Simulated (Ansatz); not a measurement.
Input and command of a calculation in Ansatz (plane waves; scalar-relativistic PAW potentials unless the input names others):

```yaml
crystal:
  lattice:
    - [0.0, 2.503460025, 2.503460025]
    - [2.503460025, 0.0, 2.503460025]
    - [2.503460025, 2.503460025, 0.0]
  atoms:
    - { symbol: Hf, position: [0.0, 0.0, 0.0] }
    - { symbol: O, position: [0.25, 0.25, 0.25] }
    - { symbol: O, position: [0.75, 0.75, 0.75] }
basis:
  ecutwfc: 420
kpoints:
  mp_grid: { grid: [8, 8, 8] }
hamiltonian:
  xc: pbesol
scf:
  max_iter: 75
output:
  forces: true
  eigenvalues: true
  stress: true
```

```bash
ansatz run input.yaml --threads 1 --pin off --max-ram 1331MiB --backend cpu --events-out ev --progress --plain --runs-dir out
```

What will the program do with this input?

The program refuses it, because of no occupation method (scf.occupations: {"method": "gaussian", "width": 0.02} → not typed). With the sound run's settings it is accepted.

Abridged log:
```
Error: YAML parse error: `scf.occupations.method` is required: fixed only where the cell keeps a band gap throughout the run, explicit beside scf.occupations.values (under evaluate: without them), else a smearing such as fermi_dirac (scf.occupations.width is optional; its entry in the input reference gives the default)
```